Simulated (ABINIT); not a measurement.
Crystal: Ge.

```
Ge
1.0
     0.00000    2.82891    2.82891
     2.82891    0.00000    2.82891
     2.82891    2.82891    0.00000
Ge
2
Direct
  0.75000 0.75000 0.75000
  0.50000 0.50000 0.50000
```

Base run:

```yaml
Program: ABINIT 10.8.3 (patched build)
Functional: r2SCAN
Potentials_or_basis: SG15 NC PBE v1.2
Cutoff: 707 eV
k_mesh: 8 × 8 × 8
Occupations: fermi-dirac, width 0.05 eV
Spin: no spin polarisation
```

Its results: band gap on the k mesh none (metal or under the smearing width); pressure -1.9 GPa.

Task: The run is repeated on the same cell with these changes: potentials or basis from SG15 NC PBE v1.2 to JTH PAW PBE v2.0. What comes out?

Result: Band gap on the k mesh 0.40 eV, direct; pressure 0.9 GPa.

Caveats: the potentials were made for another functional, which shifts forces and pressure (some runs); the PAW data sets were made with another functional, which shifts forces and pressure a little (some runs).
